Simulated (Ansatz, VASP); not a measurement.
Sn: VASP beside Ansatz

INCAR

```
ALGO = Fast ; EDIFF = 1E-7
ENCUT = 520 ; GGA = PS
ISIF = 2 ; ISMEAR = 0
LASPH = True ; LCHARG = False
LREAL = False ; LWAVE = False
NBANDS = 13 ; NELM = 80
PREC = Accurate ; SIGMA = 0.15
```

The input KPOINTS:

```
k-points
0
Gamma
  18 18 18
```

POSCAR

```
Sn
1.0
   -1.9514913738      1.9514913738      1.9230715965
    1.9514913738     -1.9514913738      1.9230715965
    1.9514913738      1.9514913738     -1.9230715965
Sn
1
Direct
    0.0000000000      0.0000000000      0.0000000000
```

Input for Ansatz:

```yaml
crystal:
  lattice:
    - [-1.9514913738, 1.9514913738, 1.9230715965]
    - [1.9514913738, -1.9514913738, 1.9230715965]
    - [1.9514913738, 1.9514913738, -1.9230715965]
  atoms:
    - { symbol: Sn, position: [0.0, 0.0, 0.0] }
basis:
  ecutwfc: 420
kpoints:
  mp_grid: { grid: [18, 18, 18] }
hamiltonian:
  xc: pbesol
scf:
  occupations: { method: gaussian, width: 0.15 }
output:
  forces: true
  stress: true
  eigenvalues: true
```

Change from the starting cell: strain +0.030 along x and y, +0.015 along z, atoms carried along.

Alike in both runs: task single point; functional PBEsol; k mesh 18 × 18 × 18; occupations gaussian, width 0.15 eV; no spin polarisation.

|  | VASP | Ansatz |
| --- | --- | --- |
| version | VASP 6.6.1 | Ansatz 0.2.0 |
| potentials or method | VASP PAW PBE potentials, release 64 (Sn_d) | scalar-relativistic, plane waves, PAW |
| plane-wave cutoff (eV) | 520 | 420 |
| valence electrons in the cell | 14 | 14 |

|  | VASP | Ansatz | Ansatz less VASP |
| --- | --- | --- | --- |
| gap on the k mesh at the Fermi level (eV) | none | none | - |
| pressure (GPa) | -4.8 | -4.8 | +0.06 |
| largest component of the traceless stress (GPa) | 0.27 | 0.27 | +0.001 |

A gap of «none» marks a metal or a gap that the smearing closes. The functional is the same, so the differences come from potentials, cutoffs and numerics.

Caveats: the PAW data sets were made with another functional, which shifts forces and pressure a little (VASP).
